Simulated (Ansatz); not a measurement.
Ge, 2 atoms in the cell. The structure is orthorhombic, space group Cmcm (No. 63). The conventional cell has a = 2.976 Å, b = 5.189 Å, c = 4.728 Å, α = 90.00°, β = 90.00°, γ = 90.00°. Ge (site symmetry m2m) has 12 Ge at 2.92 to 2.99 Å as nearest neighbours. This isn't the form of Ge at room conditions, which is diamond.

* Program: Ansatz 0.2.0
* Task: relaxation of cell and atoms
* Functional: PBEsol
* Potentials or basis: Ansatz PAW
* Cutoff: 420 eV (not typed: the program's choice for these potentials)
* k mesh: 10 × 10 × 6
* Occupations: fermi-dirac, width 0.05 eV
* Spin: no spin polarisation

Potentials or basis: Ansatz PAW.

Run with:

```sh
$ ansatz run input.yaml --threads 2 --pin off --max-ram 5632MiB --backend cpu --events-out ev --progress --plain --runs-dir out
```

Hardware: 2 threads of Intel(R) Xeon(R) 6975P-C (Granite Rapids), on a shared host.

Task: How long does it take, and how much memory?

Result: Run time: 39 s on 2 threads of Intel(R) Xeon(R) 6975P-C (Granite Rapids) (shared host), peak memory 0.4 GiB. Counts: scf iterations 125, plane waves 713, k points 124, bands 18, ion steps 22.
